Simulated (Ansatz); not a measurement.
# Zr (Zr, beta-Sn type): the cost of one run

Method: DFT PBE, plane waves (420 eV) with PAW, scalar-relativistic, in Ansatz 0.2.0.

**1. The system as given**

The structure is tetragonal, space group I4_1/amd (No. 141). Conventional cell: a = 5.637 Å, b = 5.637 Å, c = 3.078 Å, α = 90.00°, β = 90.00°, γ = 90.00°. Zr (site symmetry -4m2) is surrounded by 6 Zr at 2.92 to 3.08 Å.

As a file:

```xyz
2
Lattice="-2.8183 2.8183 1.5388 2.8183 -2.8183 1.5388 2.8183 2.8183 -1.5388" Properties=species:S:1:pos:R:3 pbc="T T T"
Zr    0.0000    0.0000    0.0000
Zr    0.0000    2.8183    0.7694
```

Starting moments (μB): +1 ×2.

**2. Relaxing cell and atoms**

The input, input.yaml:

```yaml
crystal:
  lattice:
    - [-2.8183043902, 2.8183043902, 1.538794197]
    - [2.8183043902, -2.8183043902, 1.538794197]
    - [2.8183043902, 2.8183043902, -1.538794197]
  atoms:
    - { symbol: Zr, position: [0.0, 0.0, 0.0], spin: 1.0 }
    - { symbol: Zr, position: [0.75, 0.25, 0.5], spin: 1.0 }
hamiltonian:
  xc: pbe
  pseudopotentials:
    kind: paw
    azcp:
      Zr: "pseudopotentials/Zr.paw.azcp"
basis:
  ecutwfc: 420
  fft_grid_basis: typed
kpoints:
  mp_grid: { grid: [12, 12, 8], shift: [0, 0, 0] }
magnetization:
  spin_polarized: true
scf:
  occupations: { method: fermi_dirac, width: 0.05 }
relax:
  max_steps: 60
  f_tol: 0.01
  cell: {}
```

Run with:

```sh
$ ansatz run input.yaml --threads 2 --pin off --max-ram 6144MiB --backend cpu --events-out ev --progress --plain --runs-dir out
```

**Question.** How long does this run take on 2 threads of Intel Xeon 6975P-C (Granite Rapids), shared host, and how much memory does it need?

About 3.2 min, with a peak of 0.7 GiB.
